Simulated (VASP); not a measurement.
# MnS (P6_3mc) in VASP: notebook

Runs on MnS. Level: LDA. Tasks: single point.

Program: VASP 6.6.1. These are calculated values, not measurements. Logs are shortened: lines on timing, memory, paths and dates and some standing lists are left out, and cuts for length are marked.

## Step 1: Starting point

Symmetry: P6_3mc, No. 186, hexagonal system. The conventional cell has a = 3.976 Å, b = 3.976 Å, c = 6.432 Å, α = 90.00°, β = 90.00°, γ = 120.00°. Mn (site symmetry 3m) is surrounded by 4 S at 2.41 to 2.48 Å. S (site symmetry 3m) has 4 Mn at 2.41 to 2.48 Å as nearest neighbours.

## Step 2: Single point, LDA, collinear spin, typed start

INCAR

```
ALGO = Normal
EDIFF = 1E-7
ENCUT = 520
ISIF = 2
ISMEAR = -1
ISPIN = 2
LASPH = T
LCHARG = F
LMAXMIX = 4
LORBIT = 11
LREAL = F
LWAVE = F
MAGMOM = 4.5 4.5 0 0
NBANDS = 31
NELM = 150
PREC = Accurate
SIGMA = 0.1
```

KPOINTS

```
k-points
0
Gamma
  7 7 4
```

POSCAR

```
MnS
1.0
    3.9760013000      0.0000000000      0.0000000000
   -1.9880006500      3.4433181300      0.0000000000
    0.0000000000      0.0000000000      6.4320000000
Mn S
2 2
Direct
    0.3333333300      0.6666666700      0.0000000000
    0.6666666700      0.3333333300      0.5000000000
    0.3333333300      0.6666666700      0.3850000000
    0.6666666700      0.3333333300      0.8850000000
```

Potentials or basis: VASP PAW LDA potentials, release 64 (Mn_pv, S).

Command:

```
cat potpaw_LDA.64/Mn_pv/POTCAR potpaw_LDA.64/S/POTCAR > POTCAR
mpirun -np 1 vasp_std > vasp.out
```

OUTCAR:

```text
EDIFF = 1E-7
   ENCUT = 520
   ISIF = 2
   ISMEAR = -1
   ISPIN = 2
   LASPH = T
   LORBIT = 11
   LREAL = F
   NELM = 150
   PREC = Accurate

 ion  position               nearest neighbor table
   1  0.333  0.667  0.000-   4 2.41   4 2.41   4 2.41   3 2.48
   2  0.667  0.333  0.500-   3 2.41   3 2.41   3 2.41   4 2.48
   3  0.333  0.667  0.385-   2 2.41   2 2.41   2 2.41   1 2.48
   4  0.667  0.333  0.885-   1 2.41   1 2.41   1 2.41   2 2.48

  LATTYP: Found a hexagonal cell.
 ALAT       =     3.9760013000
 C/A-ratio  =     1.6177057085

  Lattice vectors:

 A1 = (   3.9760013000,   0.0000000000,   0.0000000000)
 A2 = (  -1.9880006500,   3.4433181300,   0.0000000000)
 A3 = (   0.0000000000,   0.0000000000,   6.4320000000)

Analysis of symmetry for initial positions (statically):
=====================================================================
 Subroutine PRICEL returns:
 Original cell was already a primitive cell.

 Routine SETGRP: Setting up the symmetry group for a
 hexagonal supercell.

 Subroutine GETGRP returns: Found 12 space group operations
 (whereof  6 operations were pure point group operations)
 out of a pool of 24 trial point group operations.

The static configuration has the point symmetry C_3v.
 The point group associated with its full space group is C_6v.

Analysis of symmetry for dynamics (positions and initial velocities):
=====================================================================
 Subroutine PRICEL returns:
 Original cell was already a primitive cell.

 Routine SETGRP: Setting up the symmetry group for a
 hexagonal supercell.

 Subroutine GETGRP returns: Found 12 space group operations
 (whereof  6 operations were pure point group operations)
 out of a pool of 24 trial point group operations.

The dynamic configuration has the point symmetry C_3v.
 The point group associated with its full space group is C_6v.

Analysis of structural, dynamic, and magnetic symmetry:
=====================================================================
 Subroutine PRICEL returns:
 Original cell was already a primitive cell.

 Routine SETGRP: Setting up the symmetry group for a
 hexagonal supercell.

 Subroutine GETGRP returns: Found 12 space group operations
 (whereof  6 operations were pure point group operations)
 out of a pool of 24 trial point group operations.

The overall configuration has the point symmetry C_3v.
 The point group associated with its full space group is C_6v.

 Subroutine INISYM returns: Found 12 space group operations
 (whereof  6 operations are pure point group operations),
 and found     1 'primitive' translations

----------------------------------------------------------------------------------------

                                     Primitive cell

  volume of cell :      88.0582

  direct lattice vectors                    reciprocal lattice vectors
     3.976001300  0.000000000  0.000000000     0.251508972  0.145208773  0.000000000
    -1.988000650  3.443318130  0.000000000     0.000000000  0.290417546  0.000000000
     0.000000000  0.000000000  6.432000000     0.000000000  0.000000000  0.155472637

  length of vectors
     3.976001300  3.976001299  6.432000000     0.290417546  0.290417546  0.155472637

  position of ions in fractional coordinates (direct lattice)
     0.333333330  0.666666670  0.000000000
     0.666666670  0.333333330  0.500000000
     0.333333330  0.666666670  0.385000000
     0.666666670  0.333333330  0.885000000

  ion indices of the primitive-cell ions
   primitive index   ion index
                 1           1
                 2           2
                 3           3
                 4           4

----------------------------------------------------------------------------------------

 KPOINTS: k-points

Automatic generation of k-mesh.
 Grid dimensions read from file:
 generate k-points for:    7    7    4

 Generating k-lattice:

  Cartesian coordinates                     Fractional coordinates (reciprocal lattice)
     0.035929853  0.020744110  0.000000000     0.142857143  0.000000000  0.000000000
     0.000000000  0.041488221  0.000000000     0.000000000  0.142857143  0.000000000
     0.000000000  0.000000000  0.038868159     0.000000000  0.000000000  0.250000000

  Length of vectors
     0.041488221  0.041488221  0.038868159

  Shift w.r.t. Gamma in fractional coordinates (k-lattice)
     0.000000000  0.000000000  0.000000000

 Subroutine IBZKPT returns following result:
 ===========================================

 Found     24 irreducible k-points:

 Following reciprocal coordinates:
            Coordinates               Weight
  0.000000  0.000000  0.000000      1.000000
  0.142857 -0.000000  0.000000      6.000000
  0.285714 -0.000000  0.000000      6.000000
  0.428571  0.000000  0.000000      6.000000
  0.142857  0.142857  0.000000      6.000000
  0.285714  0.142857  0.000000     12.000000
[... 16 lines left out ...]
  0.428571  0.142857  0.500000      6.000000
  0.285714  0.285714  0.500000      6.000000
   k-points           NKPTS =     24   k-points in BZ     NKDIM =     24   number of bands    NBANDS=     31
   number of dos      NEDOS =    301   number of ions     NIONS =      4
   total plane-waves  NPLWV =  43200
   dimension x,y,z NGX =    30 NGY =   30 NGZ =   48
   dimension x,y,z NGXF=    60 NGYF=   60 NGZF=   96
   ions per type =               2   2
   NGX,Y,Z   is equivalent  to a cutoff of  12.54, 12.54, 12.41 a.u.
   NGXF,Y,Z  is equivalent  to a cutoff of  25.09, 25.09, 24.81 a.u.
 SYSTEM =  unknown system
   PREC   = accura    normal or accurate (medium, high low for compatibility)
   ISTART =      0    job   : 0-new  1-cont  2-samecut
   ICHARG =      2    charge: 1-file 2-atom 10-const
   ISPIN  =      2    spin polarized calculation?
   LNONCOLLINEAR =      F non collinear calculations
   LSORBIT =      F    spin-orbit coupling
   LASPH  =      T    aspherical Exc in radial PAW
   ENCUT  =  520.0 eV  38.22 Ry    6.18 a.u.   7.39  7.39 11.96*2*pi/ulx,y,z
   NELM   =    150;   NELMIN=  2; NELMDL= -5     # of ELM steps
   EDIFF  = 0.1E-06   stopping-criterion for ELM
   LREAL  =      F    real-space projection
   EDIFFG = 0.1E-05   stopping-criterion for IOM
   NSW    =      0    number of steps for IOM
   IBRION =     -1    ionic relax: 0-MD 1-quasi-New 2-CG
   NFREE  =      0    steps in history (QN), initial steepest desc. (CG)
   ISIF   =      2    stress and relaxation
   ISYM   =      2    0-nonsym 1-usesym 2-fastsym
   POTIM  = 0.5000    time-step for ionic-motion
   TEBEG  =    0.0;   TEEND  =   0.0 temperature during run
   PSTRESS=    0.0 pullay stress
   NELECT =      38.0000    total number of electrons
   NUPDOWN=      -1.0000    fix difference up-down
   EMIN   =  10.00;   EMAX   =-10.00  energy-range for DOS
   EFERMI =   0.00;   METHOD = LEGACY
   ISMEAR =    -1;   SIGMA  =   0.10  broadening in eV -4-tet -1-fermi 0-gaus
   EFERMI_NEDOS =   21; number of points for ismear=-14 and -15
   IALGO  =     38    algorithm
   IMIX   =      4    mixing-type and parameters
     AMIX     =   0.40;   BMIX     =  1.00
     AMIX_MAG =   1.60;   BMIX_MAG =  1.00
  volume/ion in A,a.u.               =      22.01       148.56
  Fermi-wavevector in a.u.,A,eV,Ry     =   1.237123  2.337823 20.823345  1.530473
  Thomas-Fermi vector in A             =   2.371703
   LORBIT       =     11    0 simple, 1 ext, 2 COOP (PROOUT), +10 PAW based schemes
   GGA     = CA    functional components
   LHFCALC =     F    Hartree Fock is set to
   AEXX    =    0.0000 exact exchange contribution
   IVDW    =     0    specifies the selected vdW correction
   LEPSILON=     F    determine dielectric tensor
   LRPA    =     F    only Hartree local field effects (RPA)
 spin polarized calculation
  energy-cutoff  :      520.00
  volume of cell :       88.06
 maximum number of plane-waves:      2412
 NGX is ok and might be reduce to    30
   NGX = 15   NGY = 15   NGZ = 23

 number of electron      37.9999996 magnetization       9.5327654

 Free energy of the ion-electron system (eV)
  ---------------------------------------------------
  ext. energy  EPLUGINS =         0.00000000
  ---------------------------------------------------
  free energy    TOTEN  =       -29.67625211 eV

  energy without entropy =      -29.59664061  energy(sigma->0) =      -29.63644636

 E-fermi :   4.0785     XC(G=0):  -9.7036

 val. band max:        4.0608711215   @ k =   0.2857  -0.0000   0.0000
 cond. band min:       4.1114068311   @ k =   0.2857   0.2857   0.0000
 fundamental gap:      0.0505357096
 Fermi energy:         4.0784551044

 spin component 1

 k-point     1 :       0.0000    0.0000    0.0000
  band No.  band energies     occupation
      1     -45.8447      1.00000
      2     -45.8412      1.00000
      3     -45.8412      1.00000
      4     -45.8412      1.00000
      5     -45.8406      1.00000
      6     -45.8406      1.00000
[... 805 lines left out ...]
     30      10.4415      0.00000
     31      12.1921      0.00000
 Fermi energy:         4.0784551044

 spin component 2

 k-point     1 :       0.0000    0.0000    0.0000
  band No.  band energies     occupation
      1     -41.7778      1.00000
      2     -41.7778      1.00000
      3     -41.7770      1.00000
      4     -41.7770      1.00000
      5     -41.7633      1.00000
      6     -41.7584      1.00000
[... 805 lines left out ...]
     30      11.3322      0.00000
     31      13.0363      0.00000

------------------------ aborting loop because EDIFF is reached ----------------------------------------

  FORCE on cell =-STRESS in cart. coord.  units (eV):
  Direction    XX          YY          ZZ          XY          YZ          ZX
  --------------------------------------------------------------------------------------
  -------------------------------------------------------------------------------------
  Total       -3.0216618     -3.0216618     -3.5720166      0.0000000      0.0000000     -0.0000000
  in kB      -54.9777217    -54.9777216    -64.9911684      0.0000000      0.0000000     -0.0000000
  external PRESSURE =     -58.3155373 kB  Pullay stress =       0.0000000 kB

 VOLUME and BASIS-vectors are now :
 -----------------------------------------------------------------------------
  energy-cutoff  :      520.00
  volume of cell :       88.06
      direct lattice vectors                 reciprocal lattice vectors
     3.976001300  0.000000000  0.000000000     0.251508972  0.145208773  0.000000000
    -1.988000650  3.443318130  0.000000000     0.000000000  0.290417546  0.000000000
     0.000000000  0.000000000  6.432000000     0.000000000  0.000000000  0.155472637

 POSITION                                       TOTAL-FORCE (eV/Angst)
 -----------------------------------------------------------------------------------
     -0.00000      2.29555      0.00000        -0.000000      0.000000      0.170358
      1.98800      1.14777      3.21600         0.000000     -0.000000      0.170358
     -0.00000      2.29555      2.47632         0.000000      0.000000     -0.170358
      1.98800      1.14777      5.69232        -0.000000     -0.000000     -0.170358
 -----------------------------------------------------------------------------------
    total drift:                               -0.000020      0.000011      0.000053

  FREE ENERGIE OF THE ION-ELECTRON SYSTEM (eV)
  ---------------------------------------------------
  free  energy   TOTEN  =       -29.6762521071 eV

  energy  without entropy=      -29.5966406141  energy(sigma->0) =      -29.63644636

 total charge

# of ion       s       p       d       tot
------------------------------------------
    1        0.266   6.207   4.935  11.408
    2        0.266   6.207   4.935  11.408
    3        1.317   2.408   0.000   3.724
    4        1.317   2.408   0.000   3.724
--------------------------------------------------
tot          3.165  17.230   9.870  30.264

 magnetization (x)

# of ion       s       p       d       tot
------------------------------------------
    1        0.042   0.059   4.071   4.173
    2        0.042   0.059   4.071   4.173
    3        0.011   0.080   0.000   0.091
    4        0.011   0.080   0.000   0.091
--------------------------------------------------
tot          0.107   0.280   8.142   8.528
```

It took 83 s on 1 thread of Intel Xeon Platinum 8488C (Sapphire Rapids), shared host; peak memory 0.23 GiB.

What came out:

- Free energy: -29.6763 eV
- Pressure: -5.8 GPa
- Largest force: 0.170 eV/Å
- Band gap on the k mesh: none (metal or under the smearing width)
- Net moment: 9.53 μB per cell
- Site moments: Mn +4.17; S +0.09 μB
- Valence electrons inside the program's atomic spheres: Mn 11.41; S 3.72

Forces on the atoms (eV/Å):
```
Mn   0.000  0.000  0.170
Mn   0.000  0.000  0.170
S    0.000  0.000 -0.170
S    0.000  0.000 -0.170
```

Stress tensor (GPa, compression positive):
```
-5.50  0.00  0.00
 0.00 -5.50  0.00
 0.00  0.00 -6.50
```

Caveat: semilocal functionals often make such compounds metallic where correlation or magnetic order opens a gap, which also shifts bond lengths.

## Step 3: Single point, LDA, collinear spin, typed start

INCAR

```
PREC = Accurate ; ENCUT = 520
EDIFF = 1E-6 ; ISMEAR = -1
SIGMA = 0.1 ; LREAL = F
LASPH = T ; NELM = 150
ALGO = Normal ; ISIF = 2
LWAVE = F ; LCHARG = F
ISPIN = 2 ; MAGMOM = 4.5 -4.5 0 0
LORBIT = 11 ; LMAXMIX = 4
GGA = CA ; NBANDS = 31
```

KPOINTS

```
regular mesh
0
Gamma
  7 7 4
```

POSCAR is that of step 2.

Potentials or basis: VASP PAW LDA potentials, release 64 (Mn_pv, S).

Command:

```
cat potpaw_LDA.64/Mn_pv/POTCAR potpaw_LDA.64/S/POTCAR > POTCAR
mpirun -np 1 vasp_std > vasp.out
```

OUTCAR:

```text
PREC = Accurate
   ENCUT = 520
   EDIFF = 1E-6
   ISMEAR = -1
   LREAL = F
   LASPH = T
   NELM = 150
   ISIF = 2
   ISPIN = 2
   LORBIT = 11
   GGA = CA

 ion  position               nearest neighbor table
   1  0.333  0.667  0.000-   4 2.41   4 2.41   4 2.41   3 2.48
   2  0.667  0.333  0.500-   3 2.41   3 2.41   3 2.41   4 2.48
   3  0.333  0.667  0.385-   2 2.41   2 2.41   2 2.41   1 2.48
   4  0.667  0.333  0.885-   1 2.41   1 2.41   1 2.41   2 2.48

  LATTYP: Found a hexagonal cell.
 ALAT       =     3.9760013000
 C/A-ratio  =     1.6177057085

  Lattice vectors:

 A1 = (   3.9760013000,   0.0000000000,   0.0000000000)
 A2 = (  -1.9880006500,   3.4433181300,   0.0000000000)
 A3 = (   0.0000000000,   0.0000000000,   6.4320000000)

Analysis of symmetry for initial positions (statically):
=====================================================================
 Subroutine PRICEL returns:
[... 1839 lines left out ...]

  FORCE on cell =-STRESS in cart. coord.  units (eV):
  Direction    XX          YY          ZZ          XY          YZ          ZX
  --------------------------------------------------------------------------------------
  -------------------------------------------------------------------------------------
  Total       -3.3796470     -3.3796470     -5.9882266      0.0000000     -0.0000000      0.0000000
  in kB      -61.4910947    -61.4910947   -108.9529783      0.0000000     -0.0000000      0.0000000
  external PRESSURE =     -77.3117226 kB  Pullay stress =       0.0000000 kB

 VOLUME and BASIS-vectors are now :
 -----------------------------------------------------------------------------
  energy-cutoff  :      520.00
  volume of cell :       88.06
      direct lattice vectors                 reciprocal lattice vectors
     3.976001300  0.000000000  0.000000000     0.251508972  0.145208773  0.000000000
    -1.988000650  3.443318130  0.000000000     0.000000000  0.290417546  0.000000000
     0.000000000  0.000000000  6.432000000     0.000000000  0.000000000  0.155472637

 POSITION                                       TOTAL-FORCE (eV/Angst)
 -----------------------------------------------------------------------------------
     -0.00000      2.29555      0.00000        -0.000000      0.000000      0.560242
      1.98800      1.14777      3.21600         0.000000     -0.000000      0.560242
     -0.00000      2.29555      2.47632        -0.000000      0.000000     -0.560242
      1.98800      1.14777      5.69232         0.000000     -0.000000     -0.560242
 -----------------------------------------------------------------------------------
    total drift:                               -0.000020      0.000011     -0.000042

  FREE ENERGIE OF THE ION-ELECTRON SYSTEM (eV)
  ---------------------------------------------------
  free  energy   TOTEN  =       -30.0485490775 eV

  energy  without entropy=      -30.0269021417  energy(sigma->0) =      -30.03772561

 total charge

# of ion       s       p       d       tot
------------------------------------------
    1        0.263   6.199   4.955  11.418
    2        0.263   6.199   4.955  11.418
    3        1.315   2.402   0.000   3.717
    4        1.315   2.402   0.000   3.717
--------------------------------------------------
tot          3.156  17.202   9.910  30.269

 magnetization (x)

# of ion       s       p       d       tot
------------------------------------------
    1        0.029   0.044   4.005   4.077
    2       -0.029  -0.044  -4.005  -4.077
    3       -0.004  -0.037   0.000  -0.041
    4        0.004   0.037   0.000   0.041
--------------------------------------------------
tot          0.000   0.000   0.000   0.000
```

It took 75 s on 1 thread of Intel Xeon Platinum 8488C (Sapphire Rapids), shared host; peak memory 0.22 GiB.

Results:

* Free energy: -30.0485 eV
* Pressure: -7.7 GPa
* Largest force: 0.560 eV/Å
* Band gap on the k mesh: 0.36 eV, indirect (least direct gap 1.00 eV)
* Net moment: 0.00 μB per cell
* Site moments: Mn +4.08, -4.08; S -0.04, +0.04 μB
* Valence electrons inside the program's atomic spheres: Mn 11.42; S 3.72

Forces in eV/Å, atoms in the order of the input:
```
Mn   0.000  0.000  0.560
Mn   0.000  0.000  0.560
S    0.000  0.000 -0.560
S    0.000  0.000 -0.560
```

Stress tensor (GPa, compression positive):
```
 -6.15   0.00   0.00
  0.00  -6.15   0.00
  0.00   0.00 -10.90
```

Levels at points of the mesh, in eV from the valence-band top:
Spin up:
```
           k point  band 15  band 16  band 17  band 18  band 19  band 20  band 21  band 22  band 23  band 24
(0.00, 0.00, 0.00)    -2.41    -2.41    -0.91     0.00     0.00     1.00     1.00     1.58     2.11     2.76
(0.00, 0.00, 0.50)    -2.32    -2.32    -0.96    -0.01    -0.01     1.09     1.09     1.79     2.59     2.59
```
Spin down:
```
           k point  band 16  band 17  band 18  band 19  band 20  band 21  band 22  band 23
(0.00, 0.00, 0.00)    -2.41    -0.91     0.00     0.00     1.00     1.00     1.58     2.11
(0.00, 0.00, 0.50)    -2.32    -0.96    -0.01    -0.01     1.09     1.09     1.79     2.59
```

Caveat: an odd mesh through Γ misses points on the zone boundary, where band edges often lie. A hybrid or GW would open this gap; LDA tends to underestimate it.

(Part 1 of 2 ends here.)
